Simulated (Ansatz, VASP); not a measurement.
# Cross-check of Ag2Bi between VASP and Ansatz, part 2 of 2

Wanted: the spread between two codes on one cell, functional and k mesh. The cell is generated by rule, not measured, and may not be a known phase. The two relaxations start from unlike cells of this crystal (the structure described is Ansatz's start), so only their ends are compared.

VASP 6.6.1 and Ansatz 0.2.0.

So far: Set-up; VASP: relaxation of cell and atoms, PBEsol.

The structure was built from a prototype and need not be the compound's stable phase.

## Step 3: Ansatz: relaxation of cell and atoms, PBEsol

Level of this step: Ansatz beside VASP: Kohn-Sham DFT, plane waves, PBEsol (Ansatz).

Ansatz runs on its default PAW (the set named soft_2) files.

Its own start cell and the same functional, mesh and smearing now go to Ansatz, which takes its cutoff from its data sets.

The input, input.yaml:

```yaml
crystal:
  lattice:
    - [3.5043506677, 3.5043506677, 0.0]
    - [-3.5043506677, 3.5043506677, 0.0]
    - [-1.7521753339, 1.7521753339, 5.1442189493]
  atoms:
    - { symbol: Bi, position: [0.5, 0.5254741947, 0.0] }
    - { symbol: Bi, position: [0.0, -0.0254741947, 0.0] }
    - { symbol: Ag, position: [0.5, 0.8805101733, 0.368118653] }
    - { symbol: Ag, position: [0.0, 0.2513711736, 0.368118653] }
    - { symbol: Ag, position: [0.5, 0.2486288264, 0.631881347] }
    - { symbol: Ag, position: [0.0, 0.6194898267, 0.631881347] }
kpoints:
  mp_grid: { grid: [8, 8, 8] }
hamiltonian:
  xc: pbesol
scf:
  occupations: { method: methfessel_paxton, width: 0.2 }
output:
  forces: true
  stress: true
  eigenvalues: true
relax:
  adjacent_minimum: "off"
  f_tol: 0.002
  max_steps: 120
  cell: { stress_tol: 0.03 }
```

Run with:

```
> ansatz run input.yaml --threads 8 --pin off --max-ram 14336MiB --backend cpu --events-out ev --progress --plain --runs-dir out
```

Numbers of over 12 decimals in the logs are rounded to 6 here.

Log:

```text
Engine: ansatz 0.2.0, aarch64-unknown-linux-gnu
Pseudopotentials: kind: paw
Pseudopotential: Bi, paw, valence charge 15, recommended cutoff 420 eV (normal), Bi.paw.azcp
Pseudopotential: Ag, paw, valence charge 19, recommended cutoff 420 eV (normal), Ag.paw.azcp
Functional definition: PBEsol
  exchange = pbesol_x
  correlation = pbesol_c
Crystal: 6 atoms, lattice volume = 126.347 Å³
Basis set: ecut = 420 eV, 2461 PW (Γ), exchange–correlation on 72×72×80 points (8 copies of the dense FFT grid, shifted against one another)
Bands: 64, of which v1, the nominal top of the filled ones, is band 53 counted from 1 (52 counted from 0)
Symmetry: 8 space group operations
Space group: Cmcm (ITA 63), of the structure as read, at distance tolerance 5.0e-5 Å
k-points: 105 of 512
Non-local potential: Bi, projectors of the file, l = 0: 2, l = 1: 2, l = 2: 2, l = 3: 2
Non-local potential: Ag, projectors of the file, l = 0: 3, l = 1: 2, l = 2: 2, l = 3: 1
PAW form: soft (Blöchl's): semilocal exchange-correlation on the pseudo side does not see the compensation charge
PAW frozen core: Bi, regenerated for the run's functional, and the local potential with it (the file was generated under x = pbe(κ = 0.804, μ = 0.219515), c = pbe(β = 0.066725))
PAW frozen core: Ag, regenerated for the run's functional, and the local potential with it (the file was generated under x = pbe(κ = 0.804, μ = 0.219515), c = pbe(β = 0.066725))
PAW one-centre angular grid: Bi, 590 points (default); XC on 64 Gauss nodes
PAW one-centre angular grid: Ag, 590 points (default); XC on 64 Gauss nodes
Initial density: superposition of atomic densities (neutral atoms: chi_scale 0, normalization atom), corrected by the library's trained network
Initial wavefunctions: pseudopotential atomic-orbital guess
Functional: x = pbesol(κ = 0.804, μ = 0.123457), c = pbesol(β = 0.046)
SCF iter   1: F=—  HF=-54572.510688 eV  |F-HF|=—  |Δ(HF+E_count)|=         —  Δρ=7.35e-3  dr2=6.74e-2  ethr=1.77e-3  ⟨swp⟩=6.4  Hψ=24945  notcnv=0  defer=21
preconditioner: auto → Kerker (q_TF=auto, 2.650 Å⁻¹)  [metal: Δε(μ)=0.031 eV  Ē_g=14.250 eV  σ=0.200 eV  W_gap=0.13  n_scr=38 (ndim 8)  ℏωp=28.4 eV  f_vac=0.000  D(μ)=2.00/eV (n_scr^D=8)]
SCF iter   2: F=—  HF=-54572.494138 eV  |F-HF|=—  |Δ(HF+E_count)|=   1.66e-2  S|Δr|=    0.00e0  Δρ=1.89e-3  dr2=3.96e-3  ethr=6.36e-5  ⟨swp⟩=2.0  Hψ=9943  notcnv=0  defer=21
SCF iter   3: F=—  HF=-54572.493215 eV  |F-HF|=—  |Δ(HF+E_count)|=   9.24e-4  S|Δr|=    0.00e0  Δρ=8.77e-4  dr2=6.44e-4  ethr=3.73e-6  ⟨swp⟩=2.1  Hψ=8497  notcnv=0  defer=21
SCF iter   4: F=—  HF=-54572.493110 eV  |F-HF|=—  |Δ(HF+E_count)|=   1.05e-4  S|Δr|=    0.00e0  Δρ=1.50e-4  dr2=3.48e-5  ethr=6.07e-7  ⟨swp⟩=3.0  Hψ=13344  notcnv=0  defer=21
SCF iter   5: F=—  HF=-54572.493108 eV  |F-HF|=—  |Δ(HF+E_count)|=   1.84e-6  S|Δr|=    0.00e0  Δρ=3.88e-5  dr2=2.87e-6  ethr=3.28e-8  ⟨swp⟩=2.8  Hψ=9952  notcnv=0  defer=21
SCF iter   6: F=—  HF=-54572.493107 eV  |F-HF|=—  |Δ(HF+E_count)|=   5.66e-7  S|Δr|=    0.00e0  Δρ=8.31e-6  dr2=1.55e-7  ethr=2.71e-9  ⟨swp⟩=2.1  Hψ=8887  notcnv=0  defer=21
SCF iter   7: F=-54572.493107 eV  HF=-54572.493107 eV  |F-HF|=1.34e-8  |Δ(HF+E_count)|=   2.48e-8  S|Δr|=    0.00e0  Δρ=3.36e-6  dr2=2.14e-8  ethr=9.43e-11  ⟨swp⟩=9.1  Hψ=29007  notcnv=0
SCF 1 converged in 7 iterations: F = -54572.493107 eV  dr2 = 2.14e-8
  greatest PAW one-centre occupation: 1.001 electrons in one spin orbital (limit 2), on the Ag atom at site 5 (counted from 0), in its partial waves of l = 0
relax step   1: F+E_penalty+E_count = -54572.49310737 eV  Δ(F+E_penalty+E_count) = +0.000e0 eV  max|allowed force component| = 1.437e-1 eV/Å  Δτ_max = 0.0000 Å  P = +0.259 GPa  Ω = 126.347 Å³  (7 SCF iters, dr2 threshold 1.00e-7 eV, accepted)
[...]
relax step  10: F+E_penalty+E_count = -54572.58276036 eV  Δ(F+E_penalty+E_count) = -2.154e-6 eV  max|allowed force component| = 1.594e-4 eV/Å  Δτ_max = 0.0007 Å  P = -0.001 GPa  Ω = 128.221 Å³  energy of the carried Pulay correction = -6.204e-6 eV  (5 SCF iters, dr2 threshold 2.93e-9 eV, accepted)
[...]
relax step  11: F+E_penalty+E_count = -54572.58276549 eV  Δ(F+E_penalty+E_count) = -5.131e-6 eV  max|allowed force component| = 1.586e-4 eV/Å  Δτ_max = 0.0000 Å  P = -0.001 GPa  Ω = 128.221 Å³  stress off target by 1.56e-3 GPa  SCF on the basis re-selected at this cell (its energy is not comparable with the rows above)  (4 SCF iters)
basis re-selected at this cell: Δ(F+E_penalty+E_count) = -5.131e-6 eV, ΔP = -0.000 GPa vs the last step (what re-selecting the basis moved, of the pressure what is left beyond the Pulay correction that the steps carried, after the strain that the cell walked since its last selection, with what the two solves' SCF thresholds leave and, on support functions, any second-order correction that the steps lacked; it is no m [...]
SCF converged after 4 iterations
Stability not checked: this state was not tested for a lower state beside it, because cold or Methfessel-Paxton smearing, or corrected tetrahedra, fill the levels in a way that the test cannot read (fill_not_monotonic; see scf.lower_state_search)
Free energy (F): -54572.582765 eV
Harris-Foulkes:  -54572.582765 eV  (|F-HF|=1.46e-11)
Internal energy: -54572.581941 eV  (E = F + TS)
E sigma→0 (E₀):  -54572.582559 eV
Entropy (-TS):   -0.000824 eV (-0.137 meV/atom)
Fermi energy:    14.889947 eV
Step filling:    the computed levels leave a gap of 0.0047 eV = 0.0 smearing widths at the electron count; against every level under it full and every level over it empty, smearing changes F+E_penalty+E_count by -0.793 meV and its σ→0 estimate by -0.587 meV
--- Per-component energies (eV) ---
  E_band       = -1200.530905
  E_kinetic    = 2716.038629
  E_local      = -13287.442804  (includes V_loc(G=0)·N_el)
  E_nonlocal   = 1455.015848
  E_hartree    = 5681.576888
  E_xc         = -1036.143267
  E_vxc        = -1226.791686  (∫ρ·V_xc dr)
  E_paw        = -36357.813215  (= ΣΔE_a)
  E_vpaw       = -2220.505437  (= ΣTr[D̂ρ^β])
  E_aug_tail   = 0.000262  (compensation charges beyond the density's cutoff)
  E_ewald      = -13745.284742
  E_core_change = 1.470461  (= ΣΔE_core)
  E_smearing   = -0.000824  (= −TS)
  E_closure    = -0.000000  (closes the sum)
  Σ components = -54572.582765   (vs F -54572.582765, Δ=0.00e0)
--- Forces (eV/Å), atoms counted from 1 ---
  atom   1  Bi    -0.00009193     0.00009193    -0.00000000
  atom   2  Bi     0.00009193    -0.00009193     0.00000000
  atom   3  Ag     0.00015861    -0.00015861     0.00007684
  atom   4  Ag    -0.00015861     0.00015861     0.00007684
  atom   5  Ag     0.00015861    -0.00015861    -0.00007684
  atom   6  Ag    -0.00015861     0.00015861    -0.00007684
  max |Σ_I F_I| component: 1.52e-18 eV/Å
--- Stress (GPa, compression-positive) ---
       -0.000168      -0.001155       0.000000
       -0.001155      -0.000168      -0.000000
        0.000000      -0.000000      -0.001562
  P = ⅓ Tr σ = -0.0006 GPa (-0.006 kbar)
--- Band table (eV; the first three rows and the last of 105) ---
  k-point 0: bands = [... 49 lower, 12.0735, 12.4340, 13.4048, 14.8014, 15.5452, 16.3605, 17.5182, 17.7223, ... 7 higher]
  k-point 1: bands = [... 49 lower, 12.3041, 12.5814, 14.0059, 14.8753, 15.8872, 16.2924, 17.4257, 17.6441, ... 7 higher]
  k-point 2: bands = [... 49 lower, 12.4246, 12.8730, 15.0658, 15.3300, 16.1132, 16.7393, 17.2204, 17.4447, ... 7 higher]
  k-point 104: bands = [... 49 lower, 11.8023, 12.1732, 12.1732, 15.4019, 15.4019, 16.6104, 16.6104, 18.4019, ... 7 higher]
--- Relaxed structure (9 steps of the walk, 8 accepted, 2 SCFs on fresh bases) ---
  F+E_penalty+E_count = -54572.58276549 eV   max|allowed force component| = 1.586e-4 eV/Å   (the final SCF, on the basis selected at the relaxed cell)
  cell:  # Å, volume = 128.2212 Å³
    - [3.345785, 3.345785, 1.1508992564186573e-17]
    - [-3.738675, 3.738675, -3.6338522437529715e-11]
    - [-1.869338, 1.869338, 5.125239]
  atoms:
    - { symbol: Bi, position: [0.5, 0.528643, 6.732388213900164e-19] }
    - { symbol: Bi, position: [0.0, -0.028643, 4.306233858176055e-19] }
    - { symbol: Ag, position: [0.500000, 0.903008, 0.386807] }
    - { symbol: Ag, position: [0.0, 0.210185, 0.386807] }
    - { symbol: Ag, position: [0.5, 0.289815, 0.613193] }
    - { symbol: Ag, position: [0.0, 0.596992, 0.613193] }
```

## Step 4: Comparison

Known differences besides the potentials themselves: the data sets hold 106 valence electrons in Ansatz (on its default PAW (the set named soft_2) files) and 74 in VASP; the cutoff is 420 eV in Ansatz and 500 eV in VASP; Ansatz makes its cores anew for this functional, VASP keeps those of its PBE data sets; Ansatz adds a Pulay correction to the stress that steers its cell, VASP none. Total energies have different zeros and are not compared.

Both answers:

```csv
quantity,Ansatz,VASP,difference
volume (Å³),128.22,128.08,+0.11 %
"edge a after relaxation, in the typed setting (Å)",4.732,4.726,+0.11 %
"edge b after relaxation, in the typed setting (Å)",5.287,5.289,-0.03 %
"edge c after relaxation, in the typed setting (Å)",5.767,5.766,+0.02 %
```

## Step 5: Summary of results

```json
{"difference in volume (relaxation of cell and atoms, PBEsol)": "0.11 %"}
```

In words: The difference in volume is 0.11 % (relaxation of cell and atoms, PBEsol), within the 1.2 % picked in this series as the mark of a large difference, as far as the stopping tolerances let one tell. The data sets hold unlike numbers of valence electrons (106 in Ansatz and 74 in VASP), so part of the differences comes from the potentials. Such differences can come from data sets, numerical settings and the points named under the comparisons, not from the functional's error against experiment.

[Lines on the potential files, build, host, timing and source positions are cut from VASP's logs without a mark.]

[Logs are printed without paths, hosts, clocks, repeated set-up lines and the standing remarks that a program may print on its own settings, such as how far it seeks lower states.]

[Hosts, paths, dates, database ids (printed as entryN), source tags and the programs' standing remarks are cut or masked in the printed files.]
